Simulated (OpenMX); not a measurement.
The system is ZnS.

```
CELL_PARAMETERS angstrom
0.00000 2.70200 2.70200
2.70200 0.00000 2.70200
2.70200 2.70200 0.00000
ATOMIC_POSITIONS crystal
Zn 0.75000 0.75000 0.75000
S 0.00000 0.00000 0.00000
```

Base run:

| Property | Result |
| --- | --- |
| Program | OpenMX 3.8.5 |
| Functional | LDA |
| Potentials or basis | OpenMX 2013 LDA set, Zn6.0H-s3p2d2, S7.0-s2p2d1f1, grid cutoff 500 Ry |
| k mesh | 9 × 9 × 9 |
| Occupations | fermi-dirac, width 0.05 eV |
| Spin | no spin polarisation |

Its results: band gap on the k mesh 2.09 eV, direct; pressure -2.1 GPa.

Question: The run is repeated on the same cell with these changes: functional from LDA to PBE; potentials or basis from OpenMX 2013 LDA set, Zn6.0H-s3p2d2, S7.0-s2p2d1f1, grid cutoff 500 Ry to OpenMX 2013 PBE set, Zn6.0H-s3p2d2f1, S7.0-s3p2d2f1, grid cutoff 500 Ry. What comes out?

Answer: Band gap on the k mesh 2.25 eV, direct; pressure 4.7 GPa.

Caveats: the basis of atomic orbitals isn't converged, which shifts pressures, moduli and gaps.
